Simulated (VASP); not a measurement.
A run of VASP 6.6.1:

File INCAR:

```
ALGO     = Normal         # electronic algorithm
EDIFF    = 1E-6           # SCF threshold, eV
EDIFFG   = -0.01          # ionic threshold
ENCUT    = 600            # plane-wave cutoff, eV
GGA      = PE             # functional
IBRION   = 2              # ionic algorithm
ISIF     = 3              # what is computed and relaxed
ISMEAR   = -1             # smearing method
IVDW     = 13             # dispersion correction
LASPH    = T              # aspherical terms in the spheres
LCHARG   = F              # write CHGCAR
LREAL    = F              # projectors in reciprocal space
LWAVE    = F              # write WAVECAR
NELM     = 100            # most SCF steps
NSW      = 40             # ionic steps
PREC     = Accurate       # precision mode
SIGMA    = 0.05           # smearing width, eV
```

File KPOINTS:

```
k-points
0
Gamma
  9 9 9
```

Contents of POSCAR:

```
ZnS
1.0
    0.0000000000      2.7020000000      2.7020000000
    2.7020000000      0.0000000000      2.7020000000
    2.7020000000      2.7020000000      0.0000000000
Zn S
1 1
Direct
    0.7500000000      0.7500000000      0.7500000000
    0.0000000000      0.0000000000      0.0000000000
```

Potentials or basis: VASP PAW PBE potentials, release 64 (Zn, S).

Run with:

```console
$ cat potpaw_PBE.64/Zn/POTCAR potpaw_PBE.64/S/POTCAR > POTCAR
$ mpirun -np 1 vasp_std > vasp.out
```

Hardware: 1 thread of Intel(R) Xeon(R) Platinum 8488C (Sapphire Rapids) (shared host).

Estimate the wall time of this run.

It took 38 s on 1 thread of Intel(R) Xeon(R) Platinum 8488C (Sapphire Rapids) (shared host), peak memory 0.19 GiB. Counts: scf iterations 25, k points 35, ion steps 3.
